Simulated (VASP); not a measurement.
All values below come from PBE GGA with D3 dispersion (zero damping), VASP's PBE PAW potentials (set 64) (plane waves; VASP).

VASP input:

File KPOINTS:
```
Automatic mesh
0
Gamma
8 8 8
0 0 0
```

**INCAR**
```
ALGO=Normal
EDIFF=1E-7
ENCUT=520
GGA=PE
ISIF=2
ISMEAR=0
IVDW=11
LASPH=.True.
LCHARG=.False.
LMAXMIX=4
LREAL=.False.
LWAVE=.False.
NELM=100
PREC=Accurate
SIGMA=0.05
SYSTEM=ZrO2
```

POSCAR:
```
ZrO2
1
    0.0000000000     2.4961534632     2.4961534632
    2.4961534632     0.0000000000     2.4961534632
    2.4961534632     2.4961534632     0.0000000000
Zr O
1 2
Direct
  0.0000000000   0.0000000000   0.0000000000
  0.2500000000   0.2500000000   0.2500000000
  0.7500000000   0.7500000000   0.7500000000
```

POTCAR, in this order: Zr_sv O (PBE.64 set). Program: vasp_std.

Output of the run:

File OSZICAR:
```
       N       E                     dE             d eps       ncg     rms          rms(c)
DAV:   1     0.195690050333E+03    0.19569E+03   -0.14719E+04   928   0.155E+03
DAV:   2    -0.266740183863E+02   -0.22236E+03   -0.21898E+03  1184   0.394E+02
DAV:   3    -0.343479854156E+02   -0.76740E+01   -0.76678E+01  1272   0.753E+01
DAV:   4    -0.346263555581E+02   -0.27837E+00   -0.27833E+00  1352   0.106E+01
DAV:   5    -0.346305890960E+02   -0.42335E-02   -0.42335E-02  1184   0.127E+00    0.281E+01
DAV:   6    -0.284426036988E+02    0.61880E+01   -0.34222E+01  1016   0.475E+01    0.115E+01
DAV:   7    -0.284356531113E+02    0.69506E-02   -0.12838E+00  1328   0.926E+00    0.711E+00
DAV:   8    -0.284184154683E+02    0.17238E-01   -0.14274E-01  1256   0.412E+00    0.447E-01
DAV:   9    -0.284177957543E+02    0.61971E-03   -0.21540E-02  1160   0.990E-01    0.280E-01
DAV:  10    -0.284186650048E+02   -0.86925E-03   -0.58768E-03  1056   0.758E-01    0.177E-01
DAV:  11    -0.284186353278E+02    0.29677E-04   -0.17620E-03  1224   0.364E-01    0.145E-01
DAV:  12    -0.284185923657E+02    0.42962E-04   -0.24175E-04   992   0.132E-01    0.775E-03
DAV:  13    -0.284185934171E+02   -0.10514E-05   -0.18856E-05  1216   0.326E-02    0.561E-03
DAV:  14    -0.284185935929E+02   -0.17577E-06   -0.18300E-06  1168   0.968E-03    0.694E-03
DAV:  15    -0.284185934457E+02    0.14722E-06   -0.21164E-07  1080   0.454E-03    0.850E-04
DAV:  16    -0.284185934279E+02    0.17735E-07   -0.13691E-08   584   0.105E-03
   1 F= -.29027468E+02 E0= -.29027468E+02  d E =-.219237E-16
```

File OUTCAR:
```
------------------------ aborting loop because EDIFF is reached ----------------------------------------
 Edisp (eV)   -0.60887
  FORCE on cell =-STRESS in cart. coord.  units (eV):
  Direction    XX          YY          ZZ          XY          YZ          ZX
  --------------------------------------------------------------------------------------
  Total       3.28157     3.28157     3.28157     0.00000     0.00000    -0.00000
  in kB     169.02382   169.02382   169.02382     0.00000     0.00000    -0.00000
  external pressure =      169.02 kB  Pullay stress =        0.00 kB
  volume of cell :       31.11
      direct lattice vectors                 reciprocal lattice vectors
     0.000000000  2.496153463  2.496153463    -0.200308197  0.200308197  0.200308197
     2.496153463  0.000000000  2.496153463     0.200308197 -0.200308197  0.200308197
     2.496153463  2.496153463  0.000000000     0.200308197  0.200308197 -0.200308197
 POSITION                                       TOTAL-FORCE (eV/Angst)
 -----------------------------------------------------------------------------------
      0.00000      0.00000      0.00000         0.000000     -0.000000     -0.000000
      1.24808      1.24808      1.24808        -0.000000     -0.000000     -0.000000
      3.74423      3.74423      3.74423         0.000000      0.000000      0.000000
 -----------------------------------------------------------------------------------
    total drift:                                0.000000      0.000000      0.000000
  FREE ENERGIE OF THE ION-ELECTRON SYSTEM (eV)
  ---------------------------------------------------
  free  energy   TOTEN  =       -29.0274679133 eV

  energy  without entropy=      -29.0274679133  energy(sigma->0) =      -29.02746791
```
(Selected blocks of OUTCAR.)

**OUTCAR**
```
 val. band max:        7.8970011599   @ k =   0.5000   0.5000   0.0000

 cond. band min:      11.4066788459   @ k =   0.0000   0.0000   0.0000


 Fermi energy:         8.1692655354

 k-point     1 :       0.0000    0.0000    0.0000
  band No.  band energies     occupation
      1     -39.9202      2.00000
      2     -17.7458      2.00000
      3     -17.7458      2.00000
      4     -17.7458      2.00000
      5     -10.5800      2.00000
      6      -7.8080      2.00000
      7       2.3194      2.00000
      8       2.3194      2.00000
      9       2.3194      2.00000
     10       7.3447      2.00000
     11       7.3447      2.00000
     12       7.3447      2.00000
     13      11.4067      0.00000
     14      11.4067      0.00000
     15      14.9132      0.00000
     16      17.9869      0.00000

 k-point     2 :       0.1250    0.0000    0.0000
  band No.  band energies     occupation
      1     -39.9109      2.00000
      2     -17.8946      2.00000
      3     -17.7591      2.00000
      4     -17.7591      2.00000
      5     -10.3222      2.00000
      6      -7.9865      2.00000
      7       2.4813      2.00000
      8       2.4813      2.00000
      9       2.7860      2.00000
     10       6.9744      2.00000
     11       7.0440      2.00000
     12       7.0440      2.00000
     13      11.7286      0.00000
     14      11.7286      0.00000
     15      15.3717      0.00000
     16      17.4123      0.00000

 k-point     3 :       0.2500    0.0000    0.0000
  band No.  band energies     occupation
      1     -39.8884      2.00000
      2     -18.2229      2.00000
      3     -17.7908      2.00000
      4     -17.7908      2.00000
      5      -9.7949      2.00000
      6      -8.2772      2.00000
      7       2.8754      2.00000
      8       2.8754      2.00000
      9       3.8708      2.00000
     10       6.2325      2.00000
     11       6.5303      2.00000
     12       6.5303      2.00000
     13      12.1904      0.00000
...
```

The compound is ZrO2 in the fluorite structure, the high-temperature cubic form, which is unstable at 0 K; the monoclinic form is the stable one. This cell is one point of a volume scan, at 0.94 of the reference volume.
